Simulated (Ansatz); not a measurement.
**SiO2: stable or not**

It comes from a database structure that was distorted and then relaxed.

Computed with Ansatz 0.2.0, DFT PBE, scalar-relativistic, plane waves, PAW. Cutoff 420 eV, Γ-centred 6×6×8 mesh (6-atom cell), Gaussian smearing of 0.02 eV, no spin polarisation.

```cif
data_structure
_symmetry_space_group_name_H-M 'P 1'
_symmetry_Int_Tables_number 1
_cell_length_a 4.2359
_cell_length_b 4.2359
_cell_length_c 2.6906
_cell_angle_alpha 90.000
_cell_angle_beta 90.000
_cell_angle_gamma 90.000
_cell_volume 48.28
loop_
_atom_site_label
_atom_site_type_symbol
_atom_site_fract_x
_atom_site_fract_y
_atom_site_fract_z
_atom_site_occupancy
Si1 Si 0.00000 0.00000 0.50000 1
Si2 Si 0.50000 0.50000 0.00000 1
O1 O 0.30696 0.30696 0.50000 1
O2 O 0.19304 0.80696 0.00000 1
O3 O 0.69304 0.69304 0.50000 1
O4 O 0.80696 0.19304 0.00000 1
```

Energies over the elements count from the elements' standard structures at the same level (O₂ as a molecule), with no fitted energy shifts.

Question: These tests were run: energy against the elements; phonons on a 2×2×4 q mesh; elastic tensor. What do they show?

Answer:

```tsv
test	result
energy against the elements	−2.588 eV/atom
phonons on a 2×2×4 q mesh	no imaginary mode on the mesh
elastic tensor	least eigenvalue 224 GPa
```

It fails none of these tests. Competing phases weren't compared here.

The run for the phonons used a 6×6×8 k mesh. The run for the elastic tensor used a 6×6×8 k mesh.
